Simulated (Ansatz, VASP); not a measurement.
**Mg: VASP beside Ansatz**

Contents of POSCAR:

```
Mg
1.0
    3.2093000000      0.0000000000      0.0000000000
   -1.6046500000      2.7793353284      0.0000000000
    0.0000000000      0.0000000000      5.2103000000
Mg
2
Direct
    0.6666666667      0.3333333333      0.7500000000
    0.3333333333      0.6666666667      0.2500000000
```

Contents of INCAR.step1:

```
SYSTEM = Mg
PREC = Accurate
ENCUT = 600
EDIFF = 1E-5
ISMEAR = -1
SIGMA = 0.05
LREAL = .FALSE.
LASPH = .TRUE.
NELM = 100
ALGO = Normal
LWAVE = .TRUE.
LCHARG = .FALSE.
GGA = PE
```

The input INCAR.step2:

```
SYSTEM = Mg
PREC = Accurate
ENCUT = 600
EDIFF = 1E-6
ISMEAR = -1
SIGMA = 0.05
LREAL = .FALSE.
LASPH = .TRUE.
NELM = 100
ALGO = Normal
ISIF = 3
LWAVE = .FALSE.
LCHARG = .FALSE.
GGA = PE
LHFCALC = .TRUE.
AEXX = 0.25
PRECFOCK = Fast
HFRCUT = -1
IBRION = 2
NSW = 40
EDIFFG = -0.01
ISTART = 1
```

Contents of KPOINTS:

```
Automatic mesh
0
G
  5 5 3
  0 0 0
```

Contents of input.yaml:

```yaml
crystal:
  lattice:
    - [3.2093, 0.0, 0.0]
    - [-1.60465, 2.7793353284, 0.0]
    - [0.0, 0.0, 5.2103]
  atoms:
    - { symbol: Mg, position: [0.6666666667, 0.3333333333, 0.75] }
    - { symbol: Mg, position: [0.3333333333, 0.6666666667, 0.25] }
hamiltonian:
  xc: pbe0
  pseudopotentials: { kind: paw }
kpoints:
  mp_grid: { grid: [5, 5, 3] }
scf:
  occupations: { method: fermi_dirac, width: 0.05 }
output:
  forces: true
  stress: true
  eigenvalues: true
relax:
  f_tol: 0.01
  max_steps: 40
  cell: { stress_tol: 0.05 }
```

Alike in both runs: task relaxation of cell and atoms; functional PBE0; k mesh 5 × 5 × 3; occupations fermi-dirac, width 0.05 eV; no spin polarisation.

|  | VASP | Ansatz |
| --- | --- | --- |
| version | VASP 6.6.1 | Ansatz 0.2.0 |
| potentials or method | VASP PAW PBE potentials, release 64 (Mg) | Ansatz PAW |
| plane-wave cutoff (eV) | 600 | 420 |
| valence electrons in the cell | 4 | 20 |

Ansatz gave:

```
gap on the k mesh at the Fermi level, each at its own relaxed structure (eV) : none
relaxed volume (Å³/atom)                                                     : 22.87
relaxed cell length with the largest relative difference (Å)                 : 3.185
energy change over the relaxation (meV/atom)                                 : -1
```

Problem. Which values does VASP return?

Solution. gap on the k mesh at the Fermi level, each at its own relaxed structure (eV): none; relaxed volume (Å³/atom): 22.55; relaxed cell length with the largest relative difference (Å): 3.169; energy change over the relaxation (meV/atom): -3.

A gap of «none» marks a metal or a gap that the smearing closes. The two sets of potentials don't hold the same shells in valence.

Caveats: the k mesh is coarse (spacing up to 0.45 Å⁻¹), so the values aren't converged, least of all with exact exchange; the PAW data sets were made with another functional, which shifts forces and pressure a little (VASP); the plane-wave basis is chosen anew once the cell has moved, so the energies of steps on either side of that aren't comparable (Ansatz); the PAW data sets come from PBE, with cores solved anew for the run's functional, which leaves a small shift of forces and pressure (Ansatz).
